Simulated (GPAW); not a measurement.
Crystal: TiAl3.

```xyz
4
Lattice="-1.9111 1.9111 4.2807 1.9111 -1.9111 4.2807 1.9111 1.9111 -4.2807" Properties=species:S:1:pos:R:3 pbc="T T T"
Ti    0.0000    0.0000    0.0000
Al    1.9111    0.0000    2.1403
Al    0.0000    1.9111    2.1403
Al    0.0000    0.0000    4.2807
```

The cell comes from a database or a generator and needn't be the stable form of this composition.

```yaml
Program: GPAW 26.7.0
Task: relaxation of cell and atoms
Functional: PBE
Potentials_or_basis: GPAW PAW data sets (gpaw-data 1.2.1)
Cutoff: 600 eV
Basis: pw
k_mesh: 5 × 5 × 5
Occupations: fermi-dirac, width 0.05 eV
Spin: no spin polarisation
```

At the start: pressure 2.2 GPa; volume 15.63 Å³/atom.

Task: How do energy, volume and symmetry change on relaxing?

Result: Over 3 steps the energy falls by 2.5 meV/atom and the volume is 15.94 Å³/atom (+1.9 %); space group I4/mmm (No. 139, to 0.05 Å).

Step by step:
| step | energy change (eV) | largest force (eV/Å) | pressure (GPa) | volume (Å³) |
| --- | --- | --- | --- | --- |
| 1 | 0.0000 | 0.0000 | 2.15 | 62.54 |
| 2 | -0.0021 | 0.0000 | 1.89 | 62.68 |
| 3 | -0.0102 | 0.0000 | 0.03 | 63.74 |

Final structure:
```yaml
crystal:
  lattice:
    - [-1.92452, 1.92452, 4.30248]
    - [1.92452, -1.92452, 4.30248]
    - [1.92452, 1.92452, -4.30248]
  atoms:
    - { symbol: Ti, position: [0.00000, 0.00000, 0.00000] }
    - { symbol: Al, position: [0.25000, 0.75000, 0.50000] }
    - { symbol: Al, position: [0.75000, 0.25000, 0.50000] }
    - { symbol: Al, position: [0.50000, 0.50000, 0.00000] }
```

Caveat: the k mesh is coarse (spacing up to 0.46 Å⁻¹), so the values aren't converged; later steps reuse the first step's grids.
